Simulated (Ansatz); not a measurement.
# BP: stress in a strained cell

BP is deformed so: zz strain of -2 %. What stress and forces result, by LAPW, PAW and all-electron datasets made for the crystal?

Method: DFT PBE, scalar-relativistic, in Ansatz 0.2.0.

## 1. Starting point

The structure is cubic, space group F-43m (No. 216). Conventional cell: a = 4.538 Å, b = 4.538 Å, c = 4.538 Å, α = 90.00°, β = 90.00°, γ = 90.00°. B (site symmetry -43m) has 4 P at 1.97 Å as nearest neighbours. Around P (site symmetry -43m) lie 4 B at 1.97 Å.

Structure file:

```xyz
2
Lattice="0.0000 2.2690 2.2690 2.2690 0.0000 2.2690 2.2690 2.2690 0.0000" Properties=species:S:1:pos:R:3 pbc="T T T"
B     0.0000    0.0000    0.0000
P     3.4035    3.4035    3.4035
```

Atoms are numbered in the order of the input: B1, P2.

## 2. The deformed structure

Space group F-43m before, I-4m2 after.

## 3. LAPW, all electrons

The input, input.yaml:

```yaml
crystal:
  lattice:
    - [0.0, 2.269, 2.22362]
    - [2.269, 0.0, 2.22362]
    - [2.269, 2.269, 0.0]
  atoms:
    - { symbol: B, position: [0.0, 0.0, 0.0] }
    - { symbol: P, position: [0.75, 0.75, 0.75] }
kpoints:
  mp_grid: { grid: [15, 15, 15] }
  band_path:
    path:
      - [0.0, 0.0, 0.0]
      - [0.0, 0.5, 0.5]
      - [0.25, 0.75, 0.5]
      - [0.0, 0.5, 0.0]
      - [0.0, 0.0, 0.0]
      - [0.5, 0.5, 0.0]
      - [0.3801541025, 0.6198458975, 0.0]
      - [-0.3801541025, 0.3801541025, 0.0]
      - [0.0, 0.0, 0.0]
    npoints: 5
scf:
  occupations: { method: fermi_dirac, width: 0.05 }
hamiltonian:
  xc: pbe
  pseudopotentials: { kind: all_electron, lapw: { basis_error: 0.001 } }
output:
  forces: true
  stress: true
  eigenvalues: true
```

The run is started by

```sh
$ ansatz run input.yaml --threads 1 --pin off --max-ram 3072MiB --backend cpu --events-out ev --progress --plain --runs-dir out
```

Output, shortened:

```text
LAPW: plane waves up to 8.656 Å⁻¹, error target 1.0e-3 eV per atom; small_component_spin mean_spin; B in spheres of 0.901 Å, 5 of its electrons in bands, Dirac shells []; P in spheres of 1.051 Å, 13 of its electrons in bands, Dirac shells []
[...]
Pseudopotentials: kind: all_electron
Pseudopotential: B, LAPW, valence charge 5, Koelling and Harmon's equation, gaussian nucleus
Pseudopotential: P, LAPW, valence charge 13, Koelling and Harmon's equation, gaussian nucleus
Functional definition: PBE
[...]
Crystal: 2 atoms, lattice volume = 22.896 Å³
Basis set: ecut = 285.45444327021494 eV, 259 PW (Γ), exchange–correlation at level 2
Bands: 13, of which v1, the nominal top of the filled ones, is band 9 counted from 1 (8 counted from 0)
Symmetry: 8 space group operations
Space group: I-4m2 (ITA 119), of the structure as read, at distance tolerance 2.8e-5 Å
k-points: 288 of 3375 (time reversal used)
[...]
SCF iter   1: F=—  HF=-9986.721059 eV  |F-HF|=—  |Δ(HF+E_count)|=         —  Δρ=8.88e-2  dr2=2.02e0  ethr=1.12e-2  ⟨swp⟩=2.0  Hψ=27841  notcnv=0
[...]
the basis was enlarged: its passes take 3.5 MiB over the memory plan, 1 of 1 planned eigensolver slots
[...]
SCF iter   6: F=-9986.008211 eV  HF=-9986.008211 eV  |F-HF|=7.63e-8  |Δ(HF+E_count)|=   3.42e-6  Δρ=1.62e-5  dr2=3.18e-8  ethr=1.49e-8  ⟨swp⟩=3.0  Hψ=10141  notcnv=0
[...]
NSCF: frozen V_eff on 41 k-points
SCF converged after 6 iterations
Free energy (F): -9986.008211 eV
[...]
E sigma→0 (E₀):  -9986.008211 eV
Entropy (-TS):   -0.000000 eV (-0.000 meV/atom)
Fermi energy:    11.065658 eV
[...]
--- Forces (eV/Å), atoms counted from 1 ---
  atom   1  B     -0.00000000     0.00000000     0.00000000
  atom   2  P      0.00000000     0.00000000     0.00000000
[...]
--- Stress (GPa, compression-positive) ---
        2.782328       0.000000       0.000000
        0.000000       2.782328       0.000000
        0.000000       0.000000       8.131428
  P = ⅓ Tr σ = 4.5654 GPa (45.654 kbar)
--- Band table (eV; the first three rows and the last of 288) ---
  k-point 0: bands = ["-162.3872", "-157.8665", "-108.3431", "-108.3408", "-108.3408", "-5.1418", "10.4318", "10.4318", "10.6272", "13.8608", "13.9749", "13.9749", "18.1795"]
[...]
```

It took 24 s on 1 thread of Intel Xeon Platinum 8488C (Sapphire Rapids), shared host; peak memory 0.46 GiB.

This run gives: pressure 4.57 GPa; gap 0.91 eV, indirect from Γ to Γ–M.

## 4. PAW on the default files

The input, input.yaml:

```yaml
crystal:
  lattice:
    - [0.0, 2.269, 2.22362]
    - [2.269, 0.0, 2.22362]
    - [2.269, 2.269, 0.0]
  atoms:
    - { symbol: B, position: [0.0, 0.0, 0.0] }
    - { symbol: P, position: [0.75, 0.75, 0.75] }
kpoints:
  mp_grid: { grid: [15, 15, 15] }
scf:
  occupations: { method: fermi_dirac, width: 0.05 }
hamiltonian:
  xc: pbe
  pseudopotentials: { kind: paw }
output:
  forces: true
  stress: true
  eigenvalues: true
  efg: { contact_densities: true }
  write_density: true
  write_potential: true
  elf: true
  volumetric_format: npy
```

The run is started by

```sh
$ ansatz run input.yaml --threads 1 --pin off --max-ram 3072MiB --backend cpu --events-out ev --progress --plain --runs-dir out
```

Output, shortened:

```text
[...]
Pseudopotentials: kind: paw
Pseudopotential: B, paw, valence charge 3, recommended cutoff 420 eV (normal)
Pseudopotential: P, paw, valence charge 5, recommended cutoff 420 eV (normal)
[... 1 set-up line as earlier in the session ...]
[...]
Crystal: 2 atoms, lattice volume = 22.896 Å³
Basis set: ecut = 420 eV, 459 PW (Γ), exchange–correlation on 48×48×48 points (8 copies of the dense FFT grid, shifted against one another)
Bands: 8, of which v1, the nominal top of the filled ones, is band 4 counted from 1 (3 counted from 0)
[... 2 set-up lines as earlier in the session ...]
k-points: 288 of 3375 (time reversal used)
[...]
SCF iter   1: F=—  HF=-912.433133 eV  |F-HF|=—  |Δ(HF+E_count)|=         —  Δρ=1.63e-3  dr2=5.13e-4  ethr=1.77e-3  ⟨swp⟩=6.1  Hψ=21578  notcnv=0
[...]
Entropy (-TS):   -0.000000 eV (-0.000 meV/atom)
Fermi energy:    10.110125 eV
[...]
--- Forces (eV/Å), atoms counted from 1 ---
  atom   1  B     -0.00000000    -0.00000000     0.00000000
  atom   2  P      0.00000000     0.00000000     0.00000000
[...]
--- Stress (GPa, compression-positive) ---
        2.828332       0.000000      -0.000000
        0.000000       2.828332       0.000000
        0.000000       0.000000       8.172360
  P = ⅓ Tr σ = 4.6097 GPa (46.097 kbar)
--- PAW observables at the nuclei: V_zz in 10²¹ V/m², potentials from the cell's mean, atoms counted from 1 ---
  atom   1  B  V_zz =    -0.022115   η = 0.0000   by run symmetry: allowed
            electrostatic potential = -326.499542 V   contact ρ = 486.114356 e/Å³
  atom   2  P  V_zz =    -0.087373   η = 0.0000   by run symmetry: allowed
            electrostatic potential = -1495.871530 V   contact ρ = 16015.687523 e/Å³
--- Band table (eV; the first three rows and the last of 288) ---
  k-point 0: bands = ["-6.0955", "9.4778", "9.4778", "9.6731", "12.9038", "13.0179", "13.0179", "17.2176"]
[...]
```

Wall time 14 s (1 thread of Intel Xeon Platinum 8488C (Sapphire Rapids), shared host); peak memory 0.43 GiB.

In short: pressure 4.61 GPa; gap on the k mesh 0.91 eV (an odd mesh misses the zone boundary); Vzz B1 -0.02 (η = 0.00), P2 -0.09 (η = 0.00) (10²¹ V/m²).

The fields are shown in the conventional cell of this run's space group, carried over from its grid by interpolation.

Density in a lattice plane of the grid's cell (edges 3.21 and 4.45 Å, at 0.000 of the third edge), which holds B and P.

Values in e/Å³, 12 rows by 8 columns:
```
0.64 0.61 0.34 0.17 0.13 0.17 0.34 0.61
0.54 0.40 0.19 0.09 0.06 0.09 0.19 0.40
0.28 0.22 0.12 0.06 0.04 0.06 0.12 0.22
0.13 0.11 0.08 0.06 0.06 0.06 0.08 0.11
0.07 0.07 0.08 0.11 0.13 0.11 0.08 0.07
0.05 0.07 0.14 0.26 0.33 0.26 0.14 0.07
0.07 0.11 0.27 0.53 0.65 0.53 0.27 0.11
0.13 0.21 0.46 0.51 0.35 0.51 0.46 0.21
0.28 0.39 0.70 0.44 0.04 0.44 0.70 0.39
0.54 0.65 0.90 0.77 0.35 0.77 0.90 0.65
0.64 0.85 0.83 0.76 0.65 0.76 0.83 0.85
0.23 0.69 0.57 0.39 0.33 0.39 0.57 0.69
```
Columns run along the first of these edges and rows up along the second, over one cell in 8 and 12 even steps from the bottom left corner. Atoms in the plane (fractional): B at (0.00, 0.00), P at (0.50, 0.25).

ELF in the same plane.

Ten even steps from '0' (0.00) to '9' (0.94):
```
001355543334555310
233443321112334433
555432110001123455
655431100000113455
443211000000011234
222110000000001122
111000000000000011
000000011111000000
000001123332110000
000012355655321000
000124567776542100
001245566666554210
113455432223455431
235666300000366653
457887410001478875
668999740004799986
568999973237999986
247999997679999974
014799987778999741
001478776667787410
```
Columns run along the first of these edges and rows up along the second, over one cell in 18 and 20 even steps from the bottom left corner. Atoms in the plane (fractional): B at (0.00, 0.00), P at (0.50, 0.25).

Both are smooth fields of the valence electrons: close to the nuclei they are not physical.

The highest ELF values outside the cores: 0.95 on the P–B line, 0.9 Å from P.

## 5. All-electron PAW on datasets made for the crystal

input.yaml: that of step 4 with these lines changed.

```diff
@@ -14,3 +14,3 @@
   xc: pbe
-  pseudopotentials: { kind: paw }
+  pseudopotentials: { kind: all_electron, datasets: crystal }
 output:
@@ -20,5 +20 @@
   efg: { contact_densities: true }
-  write_density: true
-  write_potential: true
-  elf: true
-  volumetric_format: npy
```

The run is started by

```sh
$ ansatz run input.yaml --threads 1 --pin off --max-ram 3072MiB --backend cpu --events-out ev --progress --plain --runs-dir out
```

Output, shortened:

```text
[...]
[... 1 set-up line as earlier in the session ...]
Pseudopotential: B, paw, valence charge 3, recommended cutoff 300 eV (normal), Koelling and Harmon's equation, gaussian nucleus
Pseudopotential: P, paw, valence charge 13, recommended cutoff 300 eV (normal), Koelling and Harmon's equation, gaussian nucleus
[... 1 set-up line as earlier in the session ...]
[...]
Crystal: 2 atoms, lattice volume = 22.896 Å³
Basis set: ecut = 300 eV, 275 PW (Γ), exchange–correlation on 36×36×40 points (8 copies of the dense FFT grid, shifted against one another)
Bands: 8, of which v1, the nominal top of the filled ones, is band 4 counted from 1 (3 counted from 0)
[... 2 set-up lines as earlier in the session ...]
k-points: 288 of 3375 (time reversal used)
[...]
--- Forces (eV/Å), atoms counted from 1 ---
  atom   1  B     -0.00000000     0.00000000     0.00000000
  atom   2  P      0.00000000     0.00000000     0.00000000
[...]
--- Stress (GPa, compression-positive) ---
        2.774179       0.000000      -0.000000
       -0.000000       2.774179       0.000000
        0.000000       0.000000       8.123779
  P = ⅓ Tr σ = 4.5574 GPa (45.574 kbar)
  It holds what live shells' own plane waves past their cutoff add
--- PAW observables at the nuclei: V_zz in 10²¹ V/m², potentials from the cell's mean, atoms counted from 1 ---
  atom   1  B  V_zz =    -0.019941   η = 0.0000   by run symmetry: allowed
            electrostatic potential = -326.526008 V   contact ρ = 486.133549 e/Å³
  atom   2  P  V_zz =    -0.081949   η = 0.0000   by run symmetry: allowed
            electrostatic potential = -1495.666631 V   contact ρ = 16028.625784 e/Å³
--- Band table (eV; the first three rows and the last of 288) ---
  k-point 0: bands = ["-5.1417", "10.4317", "10.4317", "10.6272", "13.8608", "13.9749"]
[...]
```

It took 22 s on 1 thread of Intel Xeon Platinum 8488C (Sapphire Rapids), shared host; peak memory 0.57 GiB.

In short: pressure 4.56 GPa; gap on the k mesh 0.91 eV (an odd mesh misses the zone boundary); Vzz B1 -0.02 (η = 0.00), P2 -0.08 (η = 0.00) (10²¹ V/m²).

## 6. Side by side

Stress (GPa, compression positive):

```
          method    xx    yy    zz    yz    xz    xy
            LAPW  2.78  2.78  8.13  0.00  0.00  0.00
             PAW  2.83  2.83  8.17  0.00  0.00  0.00
crystal datasets  2.77  2.77  8.12  0.00  0.00  0.00
```

| method | pressure (GPa) | gap on the k mesh (eV) | Vzz B1 (10²¹ V/m²) | Vzz P2 (10²¹ V/m²) | SCF cycles, all passes |
| --- | --- | --- | --- | --- | --- |
| LAPW | 4.57 | 0.91 | – | – | 6 |
| PAW | 4.61 | 0.91 | -0.02 | -0.09 | 6 |
| crystal datasets | 4.56 | 0.91 | -0.02 | -0.08 | 9 |

## 7. What came out

```
                                 quantity                                           value
                                 pressure  LAPW 4.57, PAW 4.61, crystal datasets 4.56 GPa
largest shear or deviatoric stress (LAPW)                                        3.57 GPa
```

**Reading.** The largest part of the stress beyond the pressure is 3.57 GPa in size, in the zz component; the atoms are carried along and not relaxed. No run of the undeformed cell stands beside it, so the pressure holds what the given cell had before the change. PAW: stress within 0.05 GPa of LAPW. Crystal datasets: stress within 0.01 GPa of LAPW.
